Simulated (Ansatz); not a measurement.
HfO2:

```
Hf O
1.0
     4.81353    0.00000    0.00000
     0.00000    4.81353    0.00000
     0.00000    0.00000    3.20542
Hf O
2 4
Direct
  0.50000 0.50000 0.50000
  0.00000 0.00000 0.00000
  0.80504 0.19496 0.50000
  0.69496 0.69496 0.00000
  0.30504 0.30504 0.00000
  0.19496 0.80504 0.50000
```

Measurements of this composition are mostly on another form, of space group No. 14.

| Item | Value |
| --- | --- |
| Program | Ansatz 0.2.0 |
| Task | relaxation of cell and atoms |
| Functional | BLYP |
| Dispersion | D3(BJ) |
| Potentials or basis | Ansatz PAW |
| Cutoff | 420 eV (not typed: the program's choice for these potentials) |
| k mesh | 6 × 6 × 8 |
| Occupations | fermi-dirac, width 0.05 eV |
| Spin | no spin polarisation |

At the start: volume 12.38 Å³/atom.

Where does the relaxation end?

It ends after 7 steps and the volume is 12.77 Å³/atom (+3.2 %); space group P4_2/mnm (No. 136, to 0.05 Å).

Step by step:
```csv
step,energy change (eV),largest force (eV/Å),volume (Å³)
1,0.0000,0.1597,74.27
2,-0.0344,0.0122,77.04
3,-0.0393,0.0139,76.55
4,-0.0394,0.0071,76.53
5,-0.0538,0.0075,76.53
6,-0.0533,0.0002,76.64
7,-0.0539,0.0000,76.64
```

Final structure:
```yaml
crystal:
  lattice:
    - [4.86525, 0.00000, 0.00000]
    - [0.00000, 4.86525, 0.00000]
    - [0.00000, 0.00000, 3.23765]
  atoms:
    - { symbol: Hf, position: [0.50000, 0.50000, 0.50000] }
    - { symbol: Hf, position: [0.00000, 0.00000, 0.00000] }
    - { symbol: O, position: [0.80466, 0.19534, 0.50000] }
    - { symbol: O, position: [0.69534, 0.69534, 0.00000] }
    - { symbol: O, position: [0.30466, 0.30466, 0.00000] }
    - { symbol: O, position: [0.19534, 0.80466, 0.50000] }
```

Caveat: the plane-wave basis is chosen anew once the cell has moved, so the energies of steps on either side of that aren't comparable; the pressure holds a Pulay correction of +0.9 GPa for the finite cutoff; the PAW data sets come from PBE, with cores solved anew for the run's functional, which leaves a small shift of forces and pressure.
